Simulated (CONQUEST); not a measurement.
## Ag under changes of volume

One of the cells (16.707 Å³/atom); the others are scaled copies at fixed shape and fractional positions:

```
CELL_PARAMETERS angstrom
2.86950 0.00000 0.00000
0.00000 2.86950 0.00000
0.00000 0.00000 4.05808
ATOMIC_POSITIONS crystal
Ag 0.00000 0.00000 0.00000
Ag 0.50000 0.50000 0.50000
```

| Item | Value |
| --- | --- |
| Program | CONQUEST 1.3 |
| Functional | PBE |
| Potentials or basis | PseudoDojo NC PBE, SZP, grid of 32 × 32 × 40 points |
| k mesh | 9 × 9 × 7 |
| Occupations | fermi-dirac, width 0.05 eV |
| Spin | no spin polarisation |

```csv
volume (Å³/atom),energy over the lowest point (meV/atom),pressure (GPa)
16.025,?,?
16.366,55.62,13.1
16.707,30.72,10.4
17.048,12.44,6.8
17.389,0.00,4.9
```

**Question.** What does the run at 16.025 Å³/atom give?

**Answer.** Energy over the lowest point 86.96 meV/atom; pressure 16.8 GPa.

Worked out: A Birch-Murnaghan fit of order 2 (a polynomial in V^(-2/3)) to the other rows has no minimum within the range. It gives 87.67 meV/atom at 16.025 Å³/atom, against the run's 86.96, and -dE/dV = 16.9 GPa, against 16.8.

Energies are extrapolated to zero smearing.

Caveats: the atomic basis is small; the basis of atomic orbitals isn't converged, which shifts pressures, moduli and gaps; the real-space grid breaks the cell's symmetry a little.
